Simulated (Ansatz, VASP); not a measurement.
Fe in VASP and in Ansatz

The input INCAR:

```
SYSTEM = Fe
PREC = Accurate
ENCUT = 520
EDIFF = 1E-6
ISMEAR = -1
SIGMA = 0.1
LREAL = .FALSE.
LASPH = .TRUE.
NELM = 150
ALGO = Normal
ISIF = 2
LWAVE = .FALSE.
LCHARG = .TRUE.
ISPIN = 2
MAGMOM = 0.4
LORBIT = 11
LMAXMIX = 4
GGA = PE
LELF = .TRUE.
LVHAR = .TRUE.
NBANDS = 14
```

Contents of KPOINTS:

```
Automatic mesh
0
G
  12 12 12
  0 0 0
```

Contents of POSCAR:

```
Fe
1.0
    0.0000000000      1.7775000000      1.7775000000
    1.7775000000      0.0000000000      1.7775000000
    1.7775000000      1.7775000000      0.0000000000
Fe
1
Direct
    0.0000000000      0.0000000000      0.0000000000
```

Input for Ansatz:

```yaml
crystal:
  lattice:
    - [0.0, 1.7775, 1.7775]
    - [1.7775, 0.0, 1.7775]
    - [1.7775, 1.7775, 0.0]
  atoms:
    - { symbol: Fe, position: [0.0, 0.0, 0.0], spin: 0.4 }
magnetization:
  spin_polarized: true
hamiltonian:
  xc: pbe
  pseudopotentials: { kind: paw }
basis:
  ecutwfc: 420
kpoints:
  mp_grid: { grid: [12, 12, 12] }
scf:
  occupations: { method: fermi_dirac, width: 0.1 }
  lower_state_search: "off"
output:
  forces: true
  stress: true
```

Change from the starting cell: parallel moments scaled by 0.1, free total moment.

Alike in both runs: task single point; functional PBE; k mesh 12 × 12 × 12; occupations fermi-dirac, width 0.1 eV; collinear spin.

```csv
,VASP,Ansatz
version,VASP 6.6.1,Ansatz 0.2.0
potentials or method,"VASP PAW PBE potentials, release 64 (Fe)","PAW, plane waves, scalar-relativistic"
plane-wave cutoff (eV),520,420
valence electrons in the cell,8,16
```

```tsv
	VASP	Ansatz	Ansatz less VASP
pressure (GPa)	-20.8	-9.1	+11.78
net moment per atom (μB)	0.00	1.39	+1.394
size of the moment on the site where the two differ most (μB)	0.00	1.42	+1.417
```

The net moments differ so much that the two runs ended in different magnetic states, which moves the other rows too. Site moments also hang on the region over which each program counts them. The two sets of potentials don't hold the same shells in valence. Ansatz warned: «spin_hold_released».

Caveats: so large a pressure means that the cell lies far from this level's equilibrium, or that cutoff or potentials fall short (VASP).
